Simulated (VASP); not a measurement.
# Si in VASP 6.6.1, single-point calculation

INCAR

```
EDIFF = 1E-7
NSW = 0
GGA = PE
SIGMA = 0.02
LWAVE = .FALSE.
LREAL = .FALSE.
PREC = Accurate
NELM = 57
IBRION = -1
ENCUT = 520
LASPH = .TRUE.
LCHARG = .FALSE.
NBANDS = 11
ISIF = 2
ISMEAR = -1
```

KPOINTS

```
KPOINTS created by Atomic Simulation Environment
0
Gamma
4 4 4
0 0 0
```

POSCAR

```
Si
 1.0000000000000000
     0.0000000000000000    5.2983799999999999    5.0302400000000000
     5.2983799999999999    0.0000000000000000    5.0302400000000000
     5.2983799999999999    5.2983799999999999    0.0000000000000000
 Si
   2
Cartesian
  0.0000000000000000  0.0000000000000000  0.0000000000000000
  2.6491900000000004  2.6491900000000004  2.5151200000000005
```

The recommended PBE PAW datasets give the neutral cell 8 valence electrons.

Command

```
mpirun -np 1 vasp_std
```

How does this run end, and what does it give?

It converged. Results: gap between bands v and c on the k mesh -0.09 eV (bands overlap: a metal); least direct gap on the k mesh 0.04 eV; pressure -1.7 GPa. Band v is the last that the valence electrons fill when counted band by band, and c is the next.

OSZICAR

```
N       E                     dE             d eps       ncg     rms          rms(c)
DAV:   1     0.150056337214E+02    0.15006E+02   -0.19679E+03   286   0.427E+02
DAV:   2    -0.810472958784E+00   -0.15816E+02   -0.15595E+02   491   0.551E+01
DAV:   3    -0.201262457152E+01   -0.12022E+01   -0.11816E+01   334   0.137E+01
DAV:   4    -0.204618232771E+01   -0.33558E-01   -0.33491E-01   343   0.289E+00
DAV:   5    -0.204726521397E+01   -0.10829E-02   -0.10828E-02   358   0.556E-01    0.647E-01
DAV:   6    -0.204279211958E+01    0.44731E-02   -0.18985E-02   340   0.537E-01    0.395E-01
DAV:   7    -0.204666200174E+01   -0.38699E-02   -0.35038E-02   316   0.720E-01    0.147E-01
DAV:   8    -0.204814966100E+01   -0.14877E-02   -0.15557E-03   346   0.164E-01    0.217E-02
DAV:   9    -0.204822313626E+01   -0.73475E-04   -0.12019E-04   352   0.509E-02    0.907E-03
DAV:  10    -0.204822169596E+01    0.14403E-05   -0.91277E-06   385   0.151E-02    0.242E-03
DAV:  11    -0.204822196921E+01   -0.27325E-06   -0.11701E-06   349   0.581E-03    0.113E-03
DAV:  12    -0.204822171215E+01    0.25706E-06   -0.15533E-07   344   0.265E-03    0.344E-04
DAV:  13    -0.204822172122E+01   -0.90643E-08   -0.12091E-08   245   0.753E-04
   1 F= -.20482217E+01 E0= -.20420850E+01  d E =-.122734E-01
```

These settings aren't sound, so the numbers aren't properties of the crystal.

The fault: cell typed in bohr.

On sound settings PBE gives a gap of 0.15 eV on its mesh and a pressure of -2.0 GPa for the intended cell.
